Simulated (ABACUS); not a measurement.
## GaP in ABACUS: convergence with k mesh

Input of the first run (k mesh 1 × 1 × 1); the others differ in this setting and in those tied to it:

INPUT

```
INPUT_PARAMETERS
suffix              GaP
calculation         scf
basis_type          lcao
pseudo_dir          ./
orbital_dir         ./
symmetry            1
dft_functional      pbesol
ecutwfc             100
pseudo_rcut         7
nspin               1
nbands              13
ks_solver           genelpa
smearing_method     gauss
smearing_sigma      0.00734986
scf_thr             1e-07
scf_nmax            100
mixing_type         broyden
mixing_beta         0.7
cal_force           1
cal_stress          1
out_mul             1
```

The input STRU:

```
ATOMIC_SPECIES
Ga 69.7230 Ga.upf
P 30.9738 P.upf

NUMERICAL_ORBITAL
Ga_confined-atom_8au_3s3p3d1f.orb
P_confined-atom_7au_3s3p2d1f.orb

LATTICE_CONSTANT
1.8897261246

LATTICE_VECTORS
0.0000000000 2.7252500000 2.7252500000
2.7252500000 0.0000000000 2.7252500000
2.7252500000 2.7252500000 0.0000000000

ATOMIC_POSITIONS
Direct

Ga
0.0
1
0.0000000000 0.0000000000 0.0000000000 1 1 1

P
0.0
1
0.7500000000 0.7500000000 0.7500000000 1 1 1
```

The input KPT:

```
K_POINTS
0
Gamma
1 1 1 0 0 0
```

Potentials or basis: PseudoDojo NC SR 0.4.1 PBEsol standard, TZDP LCAO (the cutoffs set its grid).

Command:

```sh
$ OMP_NUM_THREADS=1 mpirun -np 4 abacus > log
```

Hardware: 4 MPI ranks on AMD EPYC 7571, with other jobs on the host.

```csv
k mesh,"energy less the tightest run, at zero smearing (meV/atom)",pressure (GPa),gap on the mesh (eV),SCF cycles,CPU time (s)
1 × 1 × 1,8687.16,50.96,1.533,11,160
2 × 2 × 2,1153.69,6.97,1.312,9,140
3 × 3 × 3,263.71,1.47,1.574,9,140
4 × 4 × 4,75.55,0.29,1.499,9,130
5 × 5 × 5,24.50,-0.04,1.478,9,130
6 × 6 × 6,8.62,-0.13,1.526,9,130
7 × 7 × 7,3.16,-0.15,1.474,9,140
9 × 9 × 9,0.33,-0.15,1.481,9,140
10 × 10 × 10,0.00,-0.15,1.490,9,140
```

Against the tightest run, the energy stays within 1 meV/atom from 9 × 9 × 9 on; the pressure stays within 0.1 GPa from 6 × 6 × 6 on; the gap on the mesh stays within 0.01 eV from 9 × 9 × 9 on. Meshes of other sizes hit other points, so gaps and Fermi surfaces needn't settle smoothly. The tightest run that finished is the yardstick and may itself not be fully converged.

Caveat, for the tightest run too: the atomic orbitals were generated for these runs and aren't a published set; the basis of atomic orbitals isn't converged, which shifts pressures, moduli and gaps.
